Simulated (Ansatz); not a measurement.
Crystal: CdO (Monteponite).

```xyz
2
Lattice="0.0000 2.3495 2.3495 2.3495 0.0000 2.3495 2.3495 2.3495 0.0000" Properties=species:S:1:pos:R:3 pbc="T T T"
Cd    0.0000    0.0000    0.0000
O     2.3495    2.3495    2.3495
```

Base run:

- Program: Ansatz 0.2.0
- Functional: HSE06
- Potentials or basis: Ansatz PAW
- Cutoff: 420 eV (not typed: the program's choice for these potentials)
- k mesh: 6 × 6 × 6
- Occupations: fermi-dirac, width 0.05 eV
- Spin: no spin polarisation

Its results: band gap on the k mesh 0.91 eV, indirect (least direct gap 2.30 eV); pressure 0.6 GPa.

Q: The run is repeated on the same cell with these changes: functional from HSE06 to PBE0. What comes out?

A: Band gap on the k mesh 1.58 eV, indirect (least direct gap 2.96 eV); pressure 0.5 GPa.

Caveats: the PAW data sets come from PBE, with cores solved anew for the run's functional, which leaves a small shift of forces and pressure; the thresholds are loose for stress.
